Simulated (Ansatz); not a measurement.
Si (P6_3/mmc), random displacements

Computed with DFT r2SCAN, scalar-relativistic, plane waves, PAW (Ansatz). Settings: plane waves to 500 eV, k-mesh 12×12×4 (Γ-centred), Gaussian smearing 0.05 eV. No spin polarisation. Energies are free energies at this smearing, counted from the undisturbed cell; pressure is positive in compression.

Zero of the scan (relaxed at this level; this form isn't the usual structure):

```
Si
1.0
     3.83191    0.00000    0.00000
    -1.91595    3.31853    0.00000
     0.00000    0.00000    6.34182
Si
4
Direct
  0.33333 0.66667 0.06309
  0.66667 0.33333 0.56309
  0.33333 0.66667 0.43691
  0.66667 0.33333 0.93691
```

The atoms are displaced (Å, in the unstrained cell):

```
atom ux uy uz
 Si1   0.029   0.010   0.128
 Si2   0.083   0.070   0.090
 Si3  -0.138   0.019  -0.008
 Si4   0.026  -0.099  -0.209
```

Strain (Voigt, engineering shear): (0.0009, -0.0128, -0.0047, -0.0142, 0.0379, -0.0319).

(1) What are the energy change, the stress and the forces?

Answers

(1) ΔE = 380.7 meV/atom; stress (xx, yy, zz, yz, xz, xy; compression positive) (-0.26, 0.23, 17.61, -3.83, -6.55, 6.34) GPa.
```
atom Fx (eV/Å) Fy Fz
 Si1      -0.11  -0.80  -3.36
 Si2      -3.20  -1.06  -3.69
 Si3       3.22   1.31   0.73
 Si4       0.10   0.56   6.32
```

Cost: 1 run of about 0.47 core-minutes, on Intel Xeon 6975P-C (Granite Rapids) (shared hosts).